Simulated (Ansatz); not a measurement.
The system is SnSe2.

```
Sn Se
1.0
     3.81100    0.00000    0.00000
    -1.90550    3.30042    0.00000
     0.00000    0.00000    6.13600
Sn Se
1 2
Direct
  0.00000 0.00000 0.00000
  0.66667 0.33333 0.75100
  0.33333 0.66667 0.24900
```

Base run:

- Program: Ansatz 0.2.0
- Functional: PBE
- Potentials or basis: Ansatz PAW
- Cutoff: 420 eV (not typed: the program's choice for these potentials)
- k mesh: 8 × 8 × 5
- Occupations: fermi-dirac, width 0.05 eV
- Spin: no spin polarisation

Its results: band gap on the k mesh 0.81 eV, indirect (least direct gap 1.10 eV); pressure 5.5 GPa; largest force 0.787 eV/Å.

**Question.** The run is repeated on the same cell with these changes: k mesh from 8 × 8 × 5 to 11 × 11 × 6. What comes out?

**Answer.** Band gap on the k mesh 0.69 eV, indirect (least direct gap 1.10 eV); pressure 5.5 GPa; largest force 0.790 eV/Å.

Caveats: spin-orbit coupling is left out, which moves the levels of the heavy elements; this functional lacks dispersion, which binds the layers, so the pressure and a relaxed spacing across them are unreliable; the k mesh misses the band edges, so the gap on the mesh is wider than the one along the path (some runs); odd divisions of the mesh miss points on the zone boundary, where band edges often lie, so the gap on the mesh can be too wide (some runs).
